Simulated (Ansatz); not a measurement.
## BN under changes of volume

One of the cells (5.969 Å³/atom); the others are scaled copies at fixed shape and fractional positions:

```
N B
1.0
     2.55394    0.00000    0.00000
    -1.27697    2.21178    0.00000
     0.00000    0.00000    4.22685
N B
2 2
Cartesian
  0.0000 1.4745 0.5295
  1.2770 0.7373 2.6430
  0.0000 1.4745 2.1123
  1.2770 0.7373 4.2257
```

Measurements of this composition are mostly on another form, of space group No. 194.

* Program: Ansatz 0.2.0
* Functional: LDA
* Potentials or basis: all-electron LAPW, scalar-relativistic
* Cutoff: 411 eV (chosen from the basis error)
* Basis error allowed: 0.002 eV/atom
* k mesh: 12 × 12 × 6
* Occupations: fermi-dirac, width 0.05 eV
* Spin: no spin polarisation

```tsv
volume (Å³/atom)	energy over the lowest point (meV/atom)	pressure (GPa)	gap on the mesh (eV)	largest force (eV/Å)
5.611	4.69	10.8	4.88	0.027
5.730	0.00	1.9	4.91	0.009
5.850	1.68	-6.2	4.95	0.007
5.969	9.13	-13.6	4.98	0.023
6.088	?	?	?	?
6.208	39.31	-26.4	5.03	0.051
6.327	61.11	-32.0	5.05	0.064
```

Problem. What does the run at 6.088 Å³/atom give?

Solution. Energy over the lowest point 21.84 meV/atom; pressure -20.3 GPa; gap on the mesh 5.01 eV; largest force 0.038 eV/Å.

Worked out: A Birch-Murnaghan fit of order 3 (a polynomial in V^(-2/3)) to the other rows has its minimum at 5.76 Å³/atom with B0 = V·E''(V) = 402 GPa and B' = 3.6 at fixed shape and positions, which overstates the stiffness. It gives 21.76 meV/atom at 6.088 Å³/atom, against the run's 21.84, and -dE/dV = -20.3 GPa, against -20.3. A straight line through the other rows of the gap, of slope 1.43 eV per unit of ln V, gives 5.00 eV, against the run's 5.01.

Energies are extrapolated to zero smearing.

A mesh can miss the band edges.
